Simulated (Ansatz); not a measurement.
Elastic constants of Rh at 5 GPa (stress–strain coefficients): input and output

Level of theory: DFT PBE, scalar-relativistic, plane waves, PAW in Ansatz.

Launched with:
```bash
ansatz run input.yaml --threads 1 --pin off --max-ram 3072MiB --backend cpu --events-out ev --progress --plain --runs-dir out
```

Input (bare energies are in eV):
```yaml
crystal:
  lattice:
    - [0.0, 1.9054476839, 1.9054476839]
    - [1.9054476839, 0.0, 1.9054476839]
    - [1.9054476839, 1.9054476839, 0.0]
  atoms:
    - { symbol: Rh, position: [0.0, 0.0, 0.0] }
basis:
  ecutwfc: 420
kpoints:
  mp_grid: { grid: [20, 20, 20] }
hamiltonian:
  xc: pbe
scf:
  occupations: { method: fermi_dirac, width: 0.15 }
output:
  forces: true
  stress: true
  eigenvalues: true
elastic:
  mode: relaxed_ion
  amplitude: 0.005
```

From the output:
```
--- Elastic constants: 2 strain directions × 4 members + reference (group order 48) ---
  dense FFT box of the reference and of every strained cell: 20×20×20
  strains applied: 11, 23; error gains: componentwise 1.00 (the most a stress slope's error grows in a printed constant), spectral 1.73 (1 for all six strains in a standard setting)
  C = ∂σ_k/∂η_j (tension-positive GPa; Voigt order 11 22 33 23 13 12):
       430.470    199.907    199.907      0.000      0.000      0.000
       199.907    430.470    199.907     -0.000      0.000     -0.000
       199.907    199.907    430.470     -0.000     -0.000      0.000
         0.000      0.000     -0.000    191.306      0.000     -0.000
         0.000     -0.000      0.000     -0.000    191.306      0.000
        -0.000      0.000     -0.000     -0.000     -0.000    191.306
  reference stress σ⁰ (GPa):     -5.000     -5.000     -5.000     -0.000     -0.000      0.000
  C* (energy form; C + prestress term) asymmetry max|C*_kj − C*_jk| = 2.842e-14 GPa — a small one proves nothing (zero by symmetry where the batch's group is 432, −43m or m−3m); a large one is finite-difference/SCF noise where every solve ...
  moduli (Voigt/Reuss/Hill, GPa): K = 276.76/276.76/276.76   G = 160.90/151.38/156.14   E = 394.26   ν = 0.263
  mechanically stable: yes (min eigenvalue of sym C = 191.31 GPa)
  strain η (Voigt 11):  stress-route row diagonal C_11 = 430.47 GPa, energy-path curvature d²(F+E_count+ΔE)/dδ²/Ω₀ = 430.51 GPa
    cells at ±δ against ±2δ: C21 199.97 and 200.14 GPa, apart by 0.04 % of the column's largest entry
         δ    σ_11 (GPa) F (eV) n_scf n_hpsi n_pw
    -1.000e-2      -9.4458       -6402.9304588       8  165404    282   relax 0 steps, max|allowed force component| 0.00e0 eV/Å
    -5.000e-3      -7.1872       -6402.9340465       4  137112    286   relax 0 steps, max|allowed force component| 0.00e0 eV/Å
     5.000e-3      -2.8821       -6402.9383740       5  145260    290   relax 0 steps, max|allowed force component| 0.00e0 eV/Å
     1.000e-2      -0.8334       -6402.9391752       6  137977    290   relax 0 steps, max|allowed force component| 0.00e0 eV/Å
  strain η (Voigt 23):  stress-route row diagonal C_44 = 191.31 GPa, energy-path curvature d²(F+E_count+ΔE)/dδ²/Ω₀ = 193.85 GPa
    cells at ±δ against ±2δ: C44 191.30 and 191.30 GPa, apart by 0.00 % of the column's largest entry
         δ    σ_23 (GPa) F (eV) n_scf n_hpsi n_pw
    -1.000e-2      -1.9130       -6402.9358386       7  285098    290   relax 0 steps, max|allowed force component| 0.00e0 eV/Å
    -5.000e-3      -0.9565       -6402.9364653       5  280057    290   relax 0 steps, max|allowed force component| 0.00e0 eV/Å
     5.000e-3       0.9565       -6402.9364653       5  276847    290   relax 0 steps, max|allowed force component| 0.00e0 eV/Å
     1.000e-2       1.9130       -6402.9358386       6  250634    290   relax 0 steps, max|allowed force component| 0.00e0 eV/Å
```

The run took 39 s on 1 thread of Intel(R) Xeon(R) 6975P-C (Granite Rapids) (shared host), peak memory 0.52 GiB.

In a metal, frequencies and elastic constants depend on the k mesh and the smearing, soft modes and shear constants most.